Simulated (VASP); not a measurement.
Write the native input for VASP 6.6.1 that does the following.

| Quantity | Value |
| --- | --- |
| Task | single point |
| Functional | r2SCAN |
| Potentials or basis | VASP PAW PBE potentials, release 64 (Si) |
| Cutoff | 520 eV |
| k mesh | 10 × 10 × 10 |
| Occupations | gaussian, width 0.02 eV |
| Spin | no spin polarisation |
| Dipole correction | no |
| Further INCAR settings | ALGO = Normal; EDIFF = 1e-06; NBANDS = 11 |

The system is Si.

```xyz
2
Lattice="0.0000 2.7010 2.7010 2.7010 0.0000 2.7010 2.7010 2.7010 0.0000" Properties=species:S:1:pos:R:3 pbc="T T T"
Si    2.7010    2.7010    2.7010
Si    4.0515    4.0515    4.0515
```

One way to write it, as run:

POSCAR

```
Si
1.0
    0.0000000000      2.7009735901      2.7009735901
    2.7009735901      0.0000000000      2.7009735901
    2.7009735901      2.7009735901      0.0000000000
Si
2
Direct
    0.5000000000      0.5000000000      0.5000000000
    0.7500000000      0.7500000000      0.7500000000
```

INCAR.step1

```
ALGO = Normal ; EDIFF = 1E-4
ENCUT = 520 ; GGA = PE
ISMEAR = 0 ; LASPH = T
LCHARG = F ; LREAL = F
LWAVE = T ; NBANDS = 11
NELM = 100 ; PREC = Accurate
SIGMA = 0.02
```

INCAR.step2

```
ALGO = Normal ; EDIFF = 1E-6
ENCUT = 520 ; ISIF = 2
ISMEAR = 0 ; ISTART = 1
LASPH = T ; LCHARG = F
LMIXTAU = T ; LREAL = F
LWAVE = F ; METAGGA = R2SCAN
NBANDS = 11 ; NELM = 100
PREC = Accurate ; SIGMA = 0.02
```

KPOINTS

```
k-points
0
Gamma
  10 10 10
```

Potentials or basis: VASP PAW PBE potentials, release 64 (Si).

Command:

```sh
$ cat potpaw_PBE.64/Si/POTCAR > POTCAR
$ cp INCAR.step1 INCAR
$ mpirun -np 1 vasp_std > vasp.out
$ cp INCAR.step2 INCAR
$ mpirun -np 1 vasp_std > vasp.out
```

Results of the run:

```yaml
Pressure: 2.1 GPa
Band_gap_on_the_k_mesh: 0.75 eV, indirect (least direct gap 2.77 eV)
```

Caveat: the PAW data sets were made with another functional, which shifts forces and pressure a little.

Wall time 35 s on 1 thread of AMD EPYC 9R45 96-Core Processor (Zen 5) (shared host), peak memory 0.13 GiB.
